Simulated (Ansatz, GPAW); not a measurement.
Given: the input of a run of Ansatz 0.2.0 on Ni. 

input.yaml

```yaml
crystal:
  lattice:
    - [0.0, 1.737572933, 1.737572933]
    - [1.737572933, 0.0, 1.737572933]
    - [1.737572933, 1.737572933, 0.0]
  atoms:
    - { symbol: Ni, position: [0.0, 0.0, 0.0], spin: 1.0 }
kpoints:
  mp_grid: { grid: [13, 13, 13] }
scf:
  occupations: { method: gaussian, width: 0.021 }
hamiltonian:
  xc: pbe
  pseudopotentials: { kind: all_electron, lapw: { basis_error: 0.001 } }
magnetization:
  spin_polarized: true
output:
  forces: true
  stress: true
  eigenvalues: true
```

Potentials or basis: all-electron LAPW, scalar-relativistic.

Launch:

```console
$ ansatz run input.yaml --threads 2 --pin off --max-ram 6144MiB --backend cpu --events-out ev --progress --plain --runs-dir out
```

Q: Set up the same calculation for GPAW 26.7.0 (ASE script). Potentials or basis there: GPAW PAW data sets (gpaw-data 1.2.1), cutoff 600 eV.

A: As run (cutoffs and basis follow the program's own potentials, and thresholds, step limits or extra output files can differ):

Contents of run.py:

```python
from ase import Atoms
from ase.dft.bandgap import bandgap
from ase.io import write
from ase.units import GPa
from gpaw import GPAW, PW

atoms = Atoms(['Ni'],
              cell=[[0.0, 1.737572933, 1.737572933],
                    [1.737572933, 0.0, 1.737572933],
                    [1.737572933, 1.737572933, 0.0]],
              scaled_positions=[[0.0, 0.0, 0.0]],
              pbc=True)
atoms.set_initial_magnetic_moments([1.0])

calc = GPAW(mode=PW(600),
            xc='PBE',
            kpts={'size': (13, 13, 13), 'gamma': True},
            occupations={'name': 'methfessel-paxton', 'order': 0, 'width': 0.020999999999999998},
            nbands=17,
            convergence={'density': 1e-05, 'energy': 1e-05},
            maxiter=150,
            txt='gpaw.txt')
atoms.calc = calc
energy = atoms.get_potential_energy()
forces = atoms.get_forces()
stress = atoms.get_stress()
calc.write('gs.gpw')
write('result.traj', atoms)
print(f'Energy: {energy:.6f} eV')
print('Forces (eV/A):')
print(forces.round(4))
print('Stress (GPa):', (stress / GPa).round(3))
print('Moments:', calc.get_magnetic_moments().round(3))
print('Fermi level:', round(calc.get_fermi_level(), 4), 'eV')
print(f'Gap: {bandgap(calc)[0]:.4f} eV, direct: {bandgap(calc, direct=True)[0]:.4f} eV')
```

Potentials or basis: GPAW PAW data sets (gpaw-data 1.2.1), pw.

Launch:

```sh
$ OMP_NUM_THREADS=1 python run.py
```

Both were run:

|  | Ansatz | GPAW |
| --- | --- | --- |
| Pressure | 8.0 GPa | 10.5 GPa |
| Net moment | 0.64 μB per cell | 0.64 μB per cell |

Where Ansatz's input types no cutoff or centring, it takes its own default and a Γ-centred mesh.

The magnetic state is the one that the start led to; the real crystal's order can differ.

Pressure is positive in compression.
